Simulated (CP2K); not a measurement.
N:

```
N
1.0
     5.56052    0.00000    0.00000
     0.00000    5.56052    0.00000
     0.00000    0.00000    5.56052
N
8
Cartesian
  0.3192 2.4611 3.0994
  2.4611 3.0994 0.3192
  3.0994 0.3192 2.4611
  5.2414 5.2414 5.2414
  5.2414 3.0994 2.4611
  3.0994 2.4611 5.2414
  2.4611 5.2414 3.0994
  0.3192 0.3192 0.3192
```

Program: CP2K 2026.2. Alike in all runs: task band structure; no spin polarisation; cell as given; k mesh 5 × 5 × 5.

Task: Order these runs on this cell by their band gap on the k mesh, lowest first.
A. level r2SCAN; potentials or basis POTENTIAL_UZH N GTH-SCAN-q5; TZVP-MOLOPT-SCAN-GTH basis; smearing fermi-dirac 0.01 eV; NGRIDS 5; basis sets N TZVP-MOLOPT-SCAN-GTH-q5; potentials N GTH-SCAN-q5 of POTENTIAL_UZH; points a segment of the path (NPOINTS) 6; bands added on the path 6
B. level PBEsol; potentials or basis POTENTIAL_UZH N GTH-PBE-q5; TZVP-MOLOPT-PBE-GTH basis; smearing fermi-dirac 0.01 eV; NGRIDS 5; basis sets N TZVP-MOLOPT-PBE-GTH-q5; potentials N GTH-PBE-q5 of POTENTIAL_UZH; points a segment of the path (NPOINTS) 6; bands added on the path 4
C. level TB-mBJ; potentials or basis POTENTIAL_UZH N GTH-PBE-q5; TZVP-MOLOPT-PBE-GTH basis; smearing fermi-dirac 0.1 eV; NGRIDS 4; basis sets N TZVP-MOLOPT-PBE-GTH-q5; potentials N GTH-PBE-q5 of POTENTIAL_UZH; points a segment of the path (NPOINTS) 10; bands added on the path 6

Result: B (7.28 eV), A (7.99 eV), C (8.36 eV).

Caveats: the basis of atomic orbitals isn't converged, which shifts pressures, moduli and gaps; this is a model potential without an energy functional, so only levels have meaning (some runs); forces of over 1 eV/Å show positions far from the minimum, so gaps and moduli don't describe the material at rest (some runs).

A k mesh can miss the band edges.

Not every run made on this cell is shown here.
